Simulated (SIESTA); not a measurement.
CdTe:

```
Te Cd
1.0
     0.00000    3.20500    3.20500
     3.20500    0.00000    3.20500
     3.20500    3.20500    0.00000
Te Cd
1 1
Direct
  0.75000 0.75000 0.75000
  0.00000 0.00000 0.00000
```

Base run:

```yaml
Program: SIESTA 5.4.2
Functional: PBE
Potentials_or_basis: PseudoDojo 0.4 standard (PBE files)
Basis: DZP (energy shift 0.002 Ry)
Grid_cutoff: 800 Ry
Energy_shift: 0.002 Ry
k_mesh: 7 × 7 × 7
Occupations: fermi-dirac, width 0.05 eV
Spin: no spin polarisation
```

Its results: band gap on the k mesh 1.21 eV, direct; pressure 4.7 GPa.

The run is repeated on the same cell with these changes: basis from DZP (energy shift 0.002 Ry) to TZDP (energy shift 0.002 Ry). What comes out?

Band gap on the k mesh 1.05 eV, direct; pressure 4.7 GPa.

Caveats: semicore shells carry a single zeta, which can move pressures by several GPa and volumes by a few percent; spin-orbit coupling is left out, which moves the levels of the heavy elements; the basis of atomic orbitals isn't converged, which shifts pressures, moduli and gaps.
